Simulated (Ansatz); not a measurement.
# AlRu (Pm-3m) in Ansatz: equation of state

Aim: energy against volume of AlRu in PBEsol, for its equilibrium volume and stiffness.

Program: Ansatz 0.2.0. These are calculated values, not measurements. Logs are shortened: lines on timing, memory, paths and dates and some standing lists are left out, and cuts for length are marked.

## Step 1: The structure

It takes space group Pm-3m (No. 221, cubic). Conventional cell: a = 2.992 Å, b = 2.992 Å, c = 2.992 Å, α = 90.00°, β = 90.00°, γ = 90.00°. Ru (site symmetry m-3m) has 8 Al at 2.59 Å as nearest neighbours. Al (site symmetry m-3m) is surrounded by 8 Ru at 2.59 Å.

## Step 2: Equation of state, PBEsol

Potentials or basis: all-electron LAPW, scalar-relativistic.

No new run: the results of the series are fitted here.

What came out:

```yaml
Equilibrium_volume: 13.18 Å³/atom
Bulk_modulus: 219 GPa
Pressure_derivative_of_the_bulk_modulus: 4.4
```

Energy against volume, from the lowest point:
| volume (Å³/atom) | energy (meV/atom) |
| --- | --- |
| 12.584 | 19.60 |
| 12.851 | 5.54 |
| 13.119 | 0.00 |
| 13.387 | 2.09 |
| 13.655 | 11.03 |
| 13.922 | 26.10 |
| 14.190 | 46.66 |
